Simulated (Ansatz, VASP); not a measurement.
**TaN in VASP and in Ansatz**

```xyz
2
Lattice="2.9066 0.0000 0.0000 -1.4533 2.5172 0.0000 0.0000 0.0000 2.8516" Properties=species:S:1:pos:R:3 pbc="T T T"
Ta    0.0000    1.6781    1.4258
N     0.0000    0.0000    0.0000
```

Alike in both runs: functional LDA; k mesh 18 × 18 × 14; occupations gaussian, width 0.1 eV; no spin polarisation.

Ansatz relaxed the structure, and its values are those at the end. VASP's run is a single point on that final structure, the one shown.

|  | VASP | Ansatz |
| --- | --- | --- |
| version | VASP 6.6.1 | Ansatz 0.2.0 |
| potentials or method | VASP PAW LDA potentials, release 64 (Ta_pv, N) | scalar-relativistic, plane waves, PAW |
| plane-wave cutoff (eV) | 520 | 420 |
| valence electrons in the cell | 16 | 18 |

VASP gave:

- gap on the k mesh at the Fermi level (eV): none
- pressure (GPa): 2.0

Q: What did Ansatz give for the same quantities?

A: gap on the k mesh at the Fermi level (eV): none; pressure (GPa): 0.0.

A gap of «none» marks a metal or a gap that the smearing closes. The two sets of potentials don't hold the same shells in valence.

The runs have no spin-orbit coupling, so splittings on Ta are missing.
